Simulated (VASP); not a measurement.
# Nb5C6 in VASP: a series of runs

The runs below take Nb5C6 through single point, with PBE.

Program: VASP 6.6.1. These are calculated values, not measurements. Logs are shortened: lines on timing, memory, paths and dates and some standing lists are left out, and cuts for length are marked.

## Step 1: Starting point

The cell holds a slab with vacuum, 11 atoms: a = 3.111 Å, b = 3.111 Å, c = 16.702 Å, α = 90.00°, β = 90.00°, γ = 120.00°.

## Step 2: Single point, PBE

The input, INCAR:

```
SYSTEM = Nb5C6
ALGO = Normal
DIPOL = 0.5 0.5 0.500
EDIFF = 1E-7
ENCUT = 460
GGA = PE
IDIPOL = 3
ISIF = 2
ISMEAR = 1
LASPH = .True.
LCHARG = .False.
LDIPOL = .True.
LREAL = .False.
LVACPOTAV = .True.
LVHAR = .True.
LWAVE = .False.
NBANDS = 64
NELM = 120
PREC = Accurate
SIGMA = 0.1
```

The input, KPOINTS:

```
k-points
0
Gamma
  12 12 1
  0 0 0
```

The input, POSCAR:

```
Nb5C6
1.0
    3.1112698372      0.0000000000      0.0000000000
   -1.5556349186      2.6944387171      0.0000000000
    0.0000000000      0.0000000000     16.7017059222
C Nb
6 5
Direct
    0.3333333333      0.6666666667      0.1197482466
    0.0000000000      0.0000000000      0.2718489480
    0.6666666667      0.3333333333      0.4239496493
    0.3333333333      0.6666666667      0.5760503507
    0.0000000000      0.0000000000      0.7281510520
    0.6666666667      0.3333333333      0.8802517534
    0.6666666667      0.3333333333      0.1957985973
    0.3333333333      0.6666666667      0.3478992987
    0.0000000000      0.0000000000      0.5000000000
    0.6666666667      0.3333333333      0.6521007013
    0.3333333333      0.6666666667      0.8042014027
```

Potentials or basis: VASP PAW PBE potentials, release 64 (C, Nb_sv).

The run is started by

```bash
> cat potpaw_PBE.64/C/POTCAR potpaw_PBE.64/Nb_sv/POTCAR > POTCAR
> mpirun -np 1 vasp_std > vasp.out
```

OUTCAR:

```text
SYSTEM = Nb5C6
   EDIFF = 1E-7
   ENCUT = 460
   GGA = PE
   ISIF = 2
   ISMEAR = 1
   LASPH = .True.
   LREAL = .False.
   NELM = 120
   PREC = Accurate

 Found     19 irreducible k-points:

 Following reciprocal coordinates:
            Coordinates               Weight
  0.000000  0.000000  0.000000      1.000000
  0.083333  0.000000  0.000000      6.000000
  0.166667  0.000000  0.000000      6.000000
  0.250000  0.000000  0.000000      6.000000
  0.333333  0.000000  0.000000      6.000000
  0.416667  0.000000  0.000000      6.000000
   k-points           NKPTS =     19   k-points in BZ     NKDIM =     19   number of bands    NBANDS=     64
   number of dos      NEDOS =    301   number of ions     NIONS =     11
   total plane-waves  NPLWV =  69120
   dimension x,y,z NGX =    24 NGY =   24 NGZ =  120
   dimension x,y,z NGXF=    48 NGYF=   48 NGZF=  240
   ions per type =               6   5
   NGX,Y,Z   is equivalent  to a cutoff of  12.82, 12.82, 11.94 a.u.
   NGXF,Y,Z  is equivalent  to a cutoff of  25.65, 25.65, 23.89 a.u.
 SYSTEM =  Nb5C6
   PREC   = accura    normal or accurate (medium, high low for compatibility)
   ISTART =      0    job   : 0-new  1-cont  2-samecut
   ICHARG =      2    charge: 1-file 2-atom 10-const
   ISPIN  =      1    spin polarized calculation?
   LNONCOLLINEAR =      F non collinear calculations
   LSORBIT =      F    spin-orbit coupling
   LASPH  =      T    aspherical Exc in radial PAW
   ENCUT  =  460.0 eV  33.81 Ry    5.81 a.u.   5.44  5.44 29.21*2*pi/ulx,y,z
   NELM   =    120;   NELMIN=  2; NELMDL= -5     # of ELM steps
   EDIFF  = 0.1E-06   stopping-criterion for ELM
   LREAL  =      F    real-space projection
   EDIFFG = 0.1E-05   stopping-criterion for IOM
   NSW    =      0    number of steps for IOM
   IBRION =     -1    ionic relax: 0-MD 1-quasi-New 2-CG
   NFREE  =      0    steps in history (QN), initial steepest desc. (CG)
   ISIF   =      2    stress and relaxation
   ISYM   =      2    0-nonsym 1-usesym 2-fastsym
   POTIM  = 0.5000    time-step for ionic-motion
   TEBEG  =    0.0;   TEEND  =   0.0 temperature during run
   PSTRESS=    0.0 pullay stress
   NELECT =      89.0000    total number of electrons
   NUPDOWN=      -1.0000    fix difference up-down
   EMIN   =  10.00;   EMAX   =-10.00  energy-range for DOS
   EFERMI =   0.00;   METHOD = LEGACY
   ISMEAR =     1;   SIGMA  =   0.10  broadening in eV -4-tet -1-fermi 0-gaus
   EFERMI_NEDOS =   21; number of points for ismear=-14 and -15
   IALGO  =     38    algorithm
   IMIX   =      4    mixing-type and parameters
     AMIX     =   0.40;   BMIX     =  1.00
     AMIX_MAG =   1.60;   BMIX_MAG =  1.00
  volume/ion in A,a.u.               =      12.73        85.90
  Fermi-wavevector in a.u.,A,eV,Ry     =   1.407611  2.659999 26.958147  1.981368
  Thomas-Fermi vector in A             =   2.529852
   LORBIT       =      0    0 simple, 1 ext, 2 COOP (PROOUT), +10 PAW based schemes
   GGA     = PE    functional components
   LHFCALC =     F    Hartree Fock is set to
   AEXX    =    0.0000 exact exchange contribution
   IVDW    =     0    specifies the selected vdW correction
   LEPSILON=     F    determine dielectric tensor
   LRPA    =     F    only Hartree local field effects (RPA)
 non-spin polarized calculation
 Methfessel and Paxton  Order N= 1 SIGMA  =   0.10
  energy-cutoff  :      460.00
  volume of cell :      140.01
 maximum number of plane-waves:      3203
 NGX is ok and might be reduce to    24
   NGX = 11   NGY = 11   NGZ = 59

 number of electron      89.0000005 magnetization

 dipolmoment           0.000000      0.000000      0.000000 electrons x Angstroem

 Free energy of the ion-electron system (eV)
  ---------------------------------------------------
  ext. energy  EPLUGINS =         0.00000000
  ---------------------------------------------------
  free energy    TOTEN  =      -105.03838354 eV

  energy without entropy =     -105.03609893  energy(sigma->0) =     -105.03762200

 E-fermi :   8.9836     XC(G=0): -11.6186

 val. band max:        8.9819524895   @ k =   0.5000   0.0000   0.0000
 cond. band min:       8.9917774068   @ k =   0.4167   0.0833   0.0000
 fundamental gap:      0.0098249173
 Fermi energy:         8.9836250250

 k-point     1 :       0.0000    0.0000    0.0000
  band No.  band energies     occupation
      1     -46.6846      2.00000
      2     -46.6012      2.00000
      3     -46.5746      2.00000
      4     -45.8114      2.00000
      5     -45.8114      2.00000
      6     -23.2502      2.00000
[... 48 lines left out ...]
     55      10.8756     -0.00000
     56      11.2770      0.00000

 k-point     2 :       0.0833    0.0000    0.0000
  band No.  band energies     occupation
      1     -46.6775      2.00000
      2     -46.5952      2.00000
      3     -46.5699      2.00000
      4     -45.8056      2.00000
      5     -45.8056      2.00000
      6     -23.2308      2.00000
[... 48 lines left out ...]
     55      11.0435      0.00000
     56      11.3213      0.00000

 k-point     3 :       0.1667    0.0000    0.0000
  band No.  band energies     occupation
      1     -46.6580      2.00000
      2     -46.5789      2.00000
      3     -46.5570      2.00000
      4     -45.7898      2.00000
      5     -45.7898      2.00000
      6     -23.1774      2.00000
[... 48 lines left out ...]
     55      11.2965      0.00000
     56      11.6250      0.00000

 k-point     4 :       0.2500    0.0000    0.0000
  band No.  band energies     occupation
      1     -46.6309      2.00000
      2     -46.5566      2.00000
      3     -46.5399      2.00000
      4     -45.7682      2.00000
      5     -45.7682      2.00000
      6     -23.1100      2.00000
[... 48 lines left out ...]
     55      11.8090      0.00000
     56      12.2982      0.00000

 k-point     5 :       0.3333    0.0000    0.0000
  band No.  band energies     occupation
      1     -46.6029      2.00000
      2     -46.5341      2.00000
      3     -46.5233      2.00000
      4     -45.7464      2.00000
      5     -45.7464      2.00000
      6     -23.1314      2.00000
[... 48 lines left out ...]
     55      12.0959      0.00000
     56      12.5462      0.00000

 k-point     6 :       0.4167    0.0000    0.0000
  band No.  band energies     occupation
      1     -46.5817      2.00000
      2     -46.5175      2.00000
      3     -46.5117      2.00000
      4     -45.7304      2.00000
      5     -45.7304      2.00000
      6     -23.2575      2.00000
[... 48 lines left out ...]
     55      12.4677      0.00000
     56      12.5910      0.00000

 [... further k-points ...]

 [bands above 56 left out]

------------------------ aborting loop because EDIFF is reached ----------------------------------------

  FORCE on cell =-STRESS in cart. coord.  units (eV):
  Direction    XX          YY          ZZ          XY          YZ          ZX
  --------------------------------------------------------------------------------------
  -------------------------------------------------------------------------------------
  Total       10.2745730     10.2745730      4.9437594      0.0000000      0.0000000      0.0000000
  in kB      117.5729851    117.5729851     56.5719415      0.0000000      0.0000000      0.0000000
  external PRESSURE =      97.2393039 kB  Pullay stress =       0.0000000 kB

 VOLUME and BASIS-vectors are now :
 -----------------------------------------------------------------------------
  energy-cutoff  :      460.00
  volume of cell :      140.01
      direct lattice vectors                 reciprocal lattice vectors
     3.111269837  0.000000000  0.000000000     0.321412173  0.185567405  0.000000000
    -1.555634919  2.694438717  0.000000000     0.000000000  0.371134810  0.000000000
     0.000000000  0.000000000 16.701705922     0.000000000  0.000000000  0.059874123

 POSITION                                       TOTAL-FORCE (eV/Angst)
 -----------------------------------------------------------------------------------
     -0.00000      1.79629      2.00000        -0.000000     -0.000000      2.159215
      0.00000      0.00000      4.54034        -0.000000      0.000000      0.329877
      1.55563      0.89815      7.08068        -0.000000      0.000000     -0.031392
     -0.00000      1.79629      9.62102        -0.000000     -0.000000      0.031392
      0.00000      0.00000     12.16136        -0.000000      0.000000     -0.329877
      1.55563      0.89815     14.70171         0.000000      0.000000     -2.159215
      1.55563      0.89815      3.27017         0.000000     -0.000000     -3.411007
     -0.00000      1.79629      5.81051        -0.000000      0.000000     -0.122279
      0.00000      0.00000      8.35085        -0.000000      0.000000      0.000000
      1.55563      0.89815     10.89119         0.000000      0.000000      0.122279
     -0.00000      1.79629     13.43154        -0.000000      0.000000      3.411007
 -----------------------------------------------------------------------------------
    total drift:                               -0.000000      0.000000      0.000000

  FREE ENERGIE OF THE ION-ELECTRON SYSTEM (eV)
  ---------------------------------------------------
  free  energy   TOTEN  =      -105.0383835420 eV

  energy  without entropy=     -105.0360989284  energy(sigma->0) =     -105.03762200
```

Wall time 2.7 min (1 thread of Intel Xeon Platinum 8488C (Sapphire Rapids), shared host); peak memory 0.28 GiB.

The run converged, but some of its settings lie outside the range that counts as converged, so its numbers aren't taken as properties of the slab.

Results:

- Free energy: -105.0384 eV
- Largest force: 3.411 eV/Å
- Band gap on the k mesh: none (metal or under the smearing width)

Caveat: the cutoff is under 1.25 times the usual one of these potentials, so pressure, stress and relaxed cells hold a basis-set (Pulay) error.

## Step 3: Single point, PBE

This run uses another cell than the first one, of 18.83 Å³/atom, 1.479 times its volume.

INCAR: that of step 2 with these lines changed.

```diff
@@ -4,3 +4,3 @@
 EDIFF = 1E-7
-ENCUT = 460
+ENCUT = 340
 GGA = PE
```

The input, KPOINTS:

```
k-points
0
Gamma
  10 10 1
  0 0 0
```

The input, POSCAR:

```
Nb5C6
1.0
    3.1112698372      0.0000000000      0.0000000000
   -1.5556349186      2.6944387171      0.0000000000
    0.0000000000      0.0000000000     24.7017059222
C Nb
6 5
Direct
    0.3333333333      0.6666666667      0.2428982038
    0.0000000000      0.0000000000      0.3457389223
    0.6666666667      0.3333333333      0.4485796408
    0.3333333333      0.6666666667      0.5514203592
    0.0000000000      0.0000000000      0.6542610777
    0.6666666667      0.3333333333      0.7571017962
    0.6666666667      0.3333333333      0.2943185631
    0.3333333333      0.6666666667      0.3971592815
    0.0000000000      0.0000000000      0.5000000000
    0.6666666667      0.3333333333      0.6028407185
    0.3333333333      0.6666666667      0.7056814369
```

Potentials or basis: VASP PAW PBE potentials, release 64 (C, Nb_sv).

The run is started by

```bash
> cat potpaw_PBE.64/C/POTCAR potpaw_PBE.64/Nb_sv/POTCAR > POTCAR
> mpirun -np 1 vasp_std > vasp.out
```

It took 2.6 min on 1 thread of Intel Xeon Platinum 8488C (Sapphire Rapids), shared host; peak memory 0.26 GiB.

The run converged, but a check on its numbers failed (symmetry, net force, bounds or a known fault of this set-up), so they aren't taken as properties of the slab.

Caveat: the cutoff lies under the usual one of these potentials, so the numbers hold a large basis-set error.

## Step 4: Single point, PBE

This run uses another cell than the first one, of 21.11 Å³/atom, 1.659 times its volume.

INCAR: that of step 3 with these lines changed.

```diff
@@ -4,3 +4,3 @@
 EDIFF = 1E-7
-ENCUT = 340
+ENCUT = 460
 GGA = PE
```

The input, KPOINTS:

```
k-points
0
Gamma
  8 8 1
  0 0 0
```

The input, POSCAR:

```
Nb5C6
1.0
    3.1112698372      0.0000000000      0.0000000000
   -1.5556349186      2.6944387171      0.0000000000
    0.0000000000      0.0000000000     27.7017059222
C Nb
6 5
Direct
    0.3333333333      0.6666666667      0.2707414490
    0.0000000000      0.0000000000      0.3624448694
    0.6666666667      0.3333333333      0.4541482898
    0.3333333333      0.6666666667      0.5458517102
    0.0000000000      0.0000000000      0.6375551306
    0.6666666667      0.3333333333      0.7292585510
    0.6666666667      0.3333333333      0.3165931592
    0.3333333333      0.6666666667      0.4082965796
    0.0000000000      0.0000000000      0.5000000000
    0.6666666667      0.3333333333      0.5917034204
    0.3333333333      0.6666666667      0.6834068408
```

The run is started by

```bash
> cat potpaw_PBE.64/C/POTCAR potpaw_PBE.64/Nb_sv/POTCAR > POTCAR
> mpirun -np 1 vasp_std > vasp.out
```

Run time: 3.7 min. Hardware: 1 thread of Intel Xeon Platinum 8488C (Sapphire Rapids), shared host; peak memory 0.35 GiB.

The run converged, but some of its settings lie outside the range that counts as converged, so its numbers aren't taken as properties of the slab.

What came out:

```
Free energy                     : -105.0357 eV
Largest force                   : 3.536 eV/Å
Band gap on the k mesh          : none (metal or under the smearing width)
Work function of the upper face : 6.46 eV
Work function of the lower face : 6.46 eV
```

Caveat: the cutoff is under 1.25 times the usual one of these potentials, so pressure, stress and relaxed cells hold a basis-set (Pulay) error.

## Step 5: Single point, PBE

This run uses another cell than the first one, of 15.78 Å³/atom, 1.239 times its volume.

INCAR is that of step 4.

The input, KPOINTS:

```
k-points
0
Gamma
  12 12 1
  0 0 0
```

The input, POSCAR:

```
Nb5C6
1.0
    3.1112698372      0.0000000000      0.0000000000
   -1.5556349186      2.6944387171      0.0000000000
    0.0000000000      0.0000000000     20.7017059222
C Nb
6 5
Direct
    0.3333333333      0.6666666667      0.1932207913
    0.0000000000      0.0000000000      0.3159324748
    0.6666666667      0.3333333333      0.4386441583
    0.3333333333      0.6666666667      0.5613558417
    0.0000000000      0.0000000000      0.6840675252
    0.6666666667      0.3333333333      0.8067792087
    0.6666666667      0.3333333333      0.2545766331
    0.3333333333      0.6666666667      0.3772883165
    0.0000000000      0.0000000000      0.5000000000
    0.6666666667      0.3333333333      0.6227116835
    0.3333333333      0.6666666667      0.7454233669
```

The run is started by

```bash
> cat potpaw_PBE.64/C/POTCAR potpaw_PBE.64/Nb_sv/POTCAR > POTCAR
> mpirun -np 1 vasp_std > vasp.out
```

Wall time 3.9 min (1 thread of Intel Xeon Platinum 8488C (Sapphire Rapids), shared host); peak memory 0.32 GiB.

The run converged, but some of its settings lie outside the range that counts as converged, so its numbers aren't taken as properties of the slab.

Results:

```yaml
Free_energy: -105.0340 eV
Largest_force: 3.415 eV/Å
Band_gap_on_the_k_mesh: none (metal or under the smearing width)
Work_function_of_the_upper_face: 6.48 eV
Work_function_of_the_lower_face: 6.48 eV
```

Caveat: the cutoff is under 1.25 times the usual one of these potentials, so pressure, stress and relaxed cells hold a basis-set (Pulay) error.
